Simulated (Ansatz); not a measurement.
Space group P6_3/mmc (No. 194). a = 3.598 Å, b = 3.598 Å, c = 5.585 Å, α = 90.00°, β = 90.00°, γ = 120.00°
```csv
atom,site,symmetry,x,y,z
Y,2c,-6m2,0.3333,0.6667,0.2500
```

Equation of state of this Y structure (not necessarily the ground state), with shape and atoms relaxed at each volume where symmetry leaves them free. It has no gap at any of these volumes. Level of theory: DFT PBEsol, scalar-relativistic, plane waves, PAW (Ansatz).

Cutoff 420 eV; k points 12×12×8 on the computed 2-atom cell (Γ-centred); Gaussian smearing, width 0.10 eV; no spin polarisation.

```tsv
V (Å³/atom)	E − E(largest V) (meV/atom)	P (GPa)
27.549	32.47	6.46
28.488	0.39	4.55
29.427	-21.16	2.87
30.366	-33.40	1.36
31.305	-37.28	0.01
32.245	-33.59	-1.20
33.184	-23.15	-2.28
34.436	0.00	-3.53
```

Task: Fit a third-order Birch–Murnaghan equation to E(V).

Result: V0 = 31.30 Å³/atom, B0 = 43 GPa, B0' = 2.7.